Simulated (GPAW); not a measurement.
A run of GPAW 26.7.0 is set up as follows.

run.py

```python
from ase.dft.bandgap import bandgap
from ase.io import read, write
from ase.units import GPa
from gpaw import GPAW, PW

atoms = read('Si2Mo.xyz')

calc = GPAW(mode=PW(600),
            xc='PBE',
            kpts={'size': (7, 7, 7), 'gamma': True},
            occupations={'name': 'fermi-dirac', 'width': 0.05},
            setups={'Mo': ':d,1.0'},
            nbands=23,
            convergence={'density': 1e-05, 'energy': 1e-05},
            maxiter=150,
            txt='gpaw.txt')
atoms.calc = calc
energy = atoms.get_potential_energy()
forces = atoms.get_forces()
stress = atoms.get_stress()
calc.write('gs.gpw')
write('result.traj', atoms)
print(f'Energy: {energy:.6f} eV')
print('Forces (eV/A):')
print(forces.round(4))
print('Stress (GPa):', (stress / GPa).round(3))
print('Fermi level:', round(calc.get_fermi_level(), 4), 'eV')
print(f'Gap: {bandgap(calc)[0]:.4f} eV, direct: {bandgap(calc, direct=True)[0]:.4f} eV')

path = atoms.cell.bandpath('GXYSGZS1NPY1Z,XP', npoints=80, eps=1e-4)
bs_calc = calc.fixed_density(kpts=path, symmetry='off', nbands=35,
                             convergence={'bands': 'CBM+6.0', 'eigenstates': 1e-6}, txt='bands.txt')
bs = bs_calc.band_structure()
bs.write('bs.json')
print(f'Gap on the path: {bandgap(bs_calc)[0]:.4f} eV')
```

Si2Mo.xyz

```xyz
3
Lattice="-1.6000000000 1.6000000000 3.9305000000 1.6000000000 -1.6000000000 3.9305000000 1.6000000000 1.6000000000 -3.9305000000" Properties=species:S:1:pos:R:3 pbc="T T T"
Mo     0.0000000000      0.0000000000      0.0000000000
Si     0.0000000000      0.0000000000      5.2432870000
Si     0.0000000000      0.0000000000      2.6177130000
```

Potentials or basis: GPAW PAW data sets (gpaw-data 1.2.1), pw.

The run is started by

```bash
$ OMP_NUM_THREADS=1 python run.py
```

Question: Predict the band gap along the path.

Answer: None (metal or under the smearing width).

Question: Predict the pressure.

Answer: 2.7 GPa.

Question: Estimate the largest force.

Answer: 0.342 eV/Å.

Stress tensor (GPa, compression positive):
```
3.16 0.00 0.00
0.00 3.16 0.00
0.00 0.00 1.92
```

Caveat: the k mesh is coarse (spacing up to 0.40 Å⁻¹), so the values aren't converged; U without spin polarisation on a metal has little footing; the U is typed as a test and isn't derived for this compound.
